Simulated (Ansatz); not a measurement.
**Understanding rocksalt-structured GdN from first principles**

**What was measured.** A cell as deposited of cubic GdN (space group Fm-3m), temperature not stated, from the Crystallography Open Database (1963), has a = 4.999 Å and 15.62 Å³/atom.

Level of theory: DFT, PBE, scalar-relativistic, collinear spin; plane waves to 420 eV with PAW datasets (Ansatz 0.2.0), Γ-centred 12×12×12 mesh, 0.05 eV Gaussian smearing. The datasets are Ansatz's generated set soft_2.

The start was a prototype's sites filled with these elements; the Crystallography Open Database holds the compound in this structure.

The relaxed structure (symmetry read at 0.01 Å). It takes space group Fm-3m (No. 225, cubic). The conventional cell has a = 4.986 Å, b = 4.986 Å, c = 4.986 Å, α = 90.00°, β = 90.00°, γ = 90.00°. Gd (site symmetry m-3m) is surrounded by 6 N at 2.49 Å. Around N (site symmetry m-3m) lie 6 Gd at 2.49 Å. (Neighbours are counted to 15 % beyond the shortest distance.)

Results at this level of theory:

```
Volume                                                : 15.49 Å³/atom
Band gap                                              : zero (metallic)
Density of states at the Fermi level                  : 0.04 states/(eV·atom) (so small a value isn't resolved on this mesh)
Magnetic state                                        : ferromagnetic
Site spin moments                                     : Gd 6.86; N -0.09 μB
Spin moment of the cell                               : 7.00 μB
Bader charges                                         : Gd 1.75; N -1.75 e
f electrons (orthogonalised atomic orbitals)          : Gd 7.11
Formation energy from the elements (0 K, uncorrected) : -1.56 eV/atom
Bulk modulus (Birch–Murnaghan)                        : 147 GPa
Pressure derivative B0′                               : 4.0
```

Formal charges Gd³⁺, N³⁻ leave Gd³⁺ with an open 4f⁷ shell. Exchange should fill one spin channel of a half-filled shell and leave an insulator, so a metal points to the functional or the structure. The run still finds no gap: within 0.1 eV of the Fermi level the projected states are 68 % N 2p, 24 % Gd 5d.

Hund's first rule gives Gd³⁺ with 7 f electrons 7 unpaired spins, a spin moment of 7 μB; the run has 6.86 μB on Gd (atomic spheres) and 7.11 f electrons on orthogonalised orbitals. The moment is close to the ion's, so in this run the shell is localised and nearly fully polarised.

Bader charges against formal ones: Gd +1.75 (+3), N −1.75 (−3). The cations give up 58 % of the formal charge; Bader charges stay under formal ones because the anions' density reaches into the cations' basins, the more so the higher the formal charge and the softer the anion.

Task: How stiff is it, in energy terms?

Result: B0·V0 = 146.6 GPa × 15.48 Å³ = 14.16 eV/atom sets the scale: near the minimum ΔE ≈ ½ B0 V0 x², with x = V/V0 − 1, and a pressure of 1.5 GPa squeezes the volume by about 1 %. At the ends of the curve: x = −5.4 % predicts 20.7 meV/atom and the run gives 22.7; x = +10.1 % predicts 72.3 meV/atom and the run gives 61.4. The lopsidedness is anharmonic: atoms resist being pushed together more than being pulled apart.

**Against experiment.** PBE gives 4.986 Å and 15.49 Å³/atom, −0.8 % in volume (−0.3 % in length) from the database's cell. PBE more often overestimates volumes; a smaller cell is partly the thermal expansion and zero-point motion that the static lattice lacks, roughly 0.5 to 1.4 % in volume at 300 K (room temperature assumed) by Grüneisen's rule, γ·3k_BT/(B0·V0) with γ of 1 to 2.5.

Exchange splits the half-filled 4f shell away from the Fermi level; the metal comes from a small overlap of other bands, which can be the functional's gap error. Spin–orbit coupling, which matters for such heavy elements, is left out. The run wasn't fully tested for a lower electronic state. Site moments are of spin, integrated over atomic spheres.
